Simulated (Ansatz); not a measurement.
This script makes an equation of state with a fit of AlP, space group F-43m with Ansatz's Python interface.

Script `eos.py`:
```python
"""Bulk modulus of AlP from an E(V) curve."""

import warnings

import ansatz as az
import numpy as np
from pymatgen.analysis.eos import EOS

VECTORS = np.array([
    [0.0, 2.7255, 2.7255],
    [2.7255, 0.0, 2.7255],
    [2.7255, 2.7255, 0.0],
])
SITES = [
    ("Al", [0.0, 0.0, 0.0]),
    ("P", [0.25, 0.25, 0.25]),
]


def build(cell):
    crystal = az.Crystal(lattice=az.Lattice.of(cell))
    for symbol, position in SITES:
        crystal = crystal.atom(symbol, position)
    return crystal

warnings.simplefilter("ignore", az.DeckWarning)

# scale the volume, keep shape and fractions
volumes, energies = [], []
for scale in np.linspace(0.94, 1.06, 7):
    cell = VECTORS * scale ** (1 / 3)
    setup = (
        build(cell).calculation()
        .pseudopotentials("paw")
        .functional("pbe")
        .occupations(az.OccupationsMethod.FIXED)
        .basis(500)
        .kpoints(6, 6, 6)
    )
    rep = setup.run().report
    volumes.append(abs(np.linalg.det(cell)) / len(SITES))
    energies.append(rep["free_energy_ev"] / len(SITES))
    print(f"V = {volumes[-1]:8.4f} A^3/atom  F = {energies[-1]:.5f} eV/atom")

for form in ["vinet", "murnaghan", "birch_murnaghan"]:
    fit = EOS(eos_name=form).fit(volumes, energies)
    print(f"{form:18s} V0 {fit.v0:8.4f} A^3/atom  B0 {fit.b0_GPa:7.1f} GPa  B1 {fit.b1:5.2f}")
```

From its runs, with one value withheld:

| V (Å³/atom) | F less the lowest row shown (meV/atom) |
| --- | --- |
| 19.031 | 49.90 |
| 19.436 | ? |
| 19.841 | 14.60 |
| 20.246 | 5.13 |
| 20.651 | 0.41 |
| 21.056 | 0.00 |
| 21.461 | 3.49 |

What is the missing energy at 19.436 Å³ an atom?

A third-order Birch-Murnaghan fit, E = E0 + (9 V0 B0 / 16) [(t - 1)³ B' + (t - 1)² (6 - 4t)] with t = (V0/V)^(2/3), through the 6 rows shown gives V0 = 20.892 Å³, B0 = 82.8 GPa, B' = 4.12 and E0 = -0.33 meV. At V = 19.436 Å³, t = 1.04935, and the fit interpolates to 29.34 meV. The run gave 29.34 meV, a miss of 0.00 meV.

Caveats:
- Of the deposited cell: the entry's cell lengths or inner coordinates differ somewhat from later room-temperature determinations.
- The structure is a deposited one; some such entries were measured under pressure or heat, so a shift against it needn't be the functional's error alone.
- Wall time of the script: 5.8 s on 1 thread of Arm Neoverse V1 (shared host), peak memory 0.41 GiB.
